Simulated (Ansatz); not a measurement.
Here is an Ansatz 0.2.0 calculation.

Contents of input.yaml:

```yaml
crystal:
  lattice:
    - [0.0, 2.47502, 2.47502]
    - [2.47502, 0.0, 2.47502]
    - [2.47502, 2.47502, 0.0]
  atoms:
    - { symbol: Pb, position: [0.0, 0.0, 0.0] }
kpoints:
  mp_grid: { grid: [9, 9, 9] }
scf:
  occupations: { method: fermi_dirac, width: 0.05 }
hamiltonian:
  xc: pbesol
  pseudopotentials: { kind: all_electron, lapw: { basis_error: 0.001 } }
output:
  forces: true
  stress: true
relax:
  f_tol: 0.005
  max_steps: 60
  cell: {}
```

Potentials or basis: all-electron LAPW, scalar-relativistic.

The run is started by

```bash
$ ansatz run input.yaml --threads 1 --pin off --max-ram 3072MiB --backend cpu --events-out ev --progress --plain --runs-dir out
```

Question: Predict the relaxed volume.

Answer: 29.94 Å³/atom.

Question: What does it give for the relaxed cell?

Answer: a = 3.486 Å, b = 3.486 Å, c = 3.486 Å, α = 60.00°, β = 60.00°, γ = 60.00°.

Question: Predict the space group after relaxing (to 0.05 Å).

Answer: Fm-3m (No. 225).

Final structure:
```yaml
crystal:
  lattice:
    - [0.00000, 2.46463, 2.46463]
    - [2.46463, 0.00000, 2.46463]
    - [2.46463, 2.46463, 0.00000]
  atoms:
    - { symbol: Pb, position: [0.00000, 0.00000, 0.00000] }
```

Spin-orbit coupling is left out, which matters for the levels of Pb.

The cell as given is a measured one (30.32 Å³/atom); PBEsol puts the equilibrium volume -1.3 % from it, thermal expansion not counted.
